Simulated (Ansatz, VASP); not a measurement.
# Pd: VASP beside Ansatz

```
CELL_PARAMETERS angstrom
0.00000 2.70823 2.70823
2.70823 0.00000 2.70823
2.70823 2.70823 0.00000
ATOMIC_POSITIONS crystal
Pd 0.12500 0.12500 0.12500
Pd 0.87500 0.87500 0.87500
```

The cell was built by a generator and needn't be a form met in nature.

Alike in both runs: task relaxation of cell and atoms; functional PBE; k mesh 10 × 10 × 10; occupations fermi-dirac, width 0.1 eV; no spin polarisation.

```csv
,VASP,Ansatz
version,VASP 6.6.1,Ansatz 0.2.0
potentials or method,"VASP PAW PBE potentials, release 64 (Pd)","plane waves (420 eV) with PAW, scalar-relativistic"
plane-wave cutoff (eV),600,420
valence electrons in the cell,20,36
```

```csv
,VASP,Ansatz,Ansatz less VASP
relaxed volume (Å³/atom),24.40,24.53,+0.129
relaxed cell length with the largest relative difference (Å),4.102,4.109,+0.0072
energy change over the relaxation (meV/atom),-270,-289,-18.2
```

The two sets of potentials don't hold the same shells in valence.

Caveats: the volume moved by over 15 % at a fixed basis, so the end points are rough (VASP).
